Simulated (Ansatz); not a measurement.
This run works on a generated trial structure, not on a known crystal.

Input and command of a plane-wave DFT calculation in Ansatz:

```yaml
crystal:
  lattice:
    - [5.051577813, 0.0, 0.0005799328]
    - [0.0, 14.3049891071, 0.0]
    - [-5.0523338362, 0.0, 5.0674472398]
  atoms:
    - { symbol: Rb, position: [-0.0011384137, 0.3750911416, 0.7490408445] }
    - { symbol: Rb, position: [1.0011384137, 0.8750911416, 0.7509591555] }
    - { symbol: Rb, position: [1.0011384137, 0.6249088584, 0.2509591555] }
    - { symbol: Rb, position: [-0.0011384137, 0.1249088584, 0.2490408445] }
    - { symbol: Br, position: [-0.0012007492, 0.1251765799, 0.7490070666] }
    - { symbol: Br, position: [1.0012007492, 0.6251765799, 0.7509929334] }
    - { symbol: Br, position: [1.0012007492, 0.8748234201, 0.2509929334] }
    - { symbol: Br, position: [-0.0012007492, 0.3748234201, 0.2490070666] }
basis:
  ecutwfc: 420
kpoints:
  mp_grid: { grid: [8, 2, 6] }
hamiltonian:
  xc: pbe
scf:
  occupations: { method: gaussian, width: 0.02 }
output:
  forces: true
  stress: true
  eigenvalues: true
relax:
  adjacent_minimum: "off"
  f_tol: 0.01
  max_steps: 30
  cell: { stress_tol: 0.1, fix: [volume] }
```

```bash
ansatz run input.yaml --threads 1 --pin off --max-ram 2560MiB --backend cpu --events-out ev --progress --plain --runs-dir out
```

Processor: Arm Neoverse N1, 1 thread, on a host shared with other jobs.

Task: How long does it run, and how much memory does it take?

Result: About 3.3 min, peak memory 0.91 GiB. It solves 40 bands at 52 k points (after reduction by symmetry) with about 7203 plane waves, in 10 SCF iterations over 2 ionic steps.
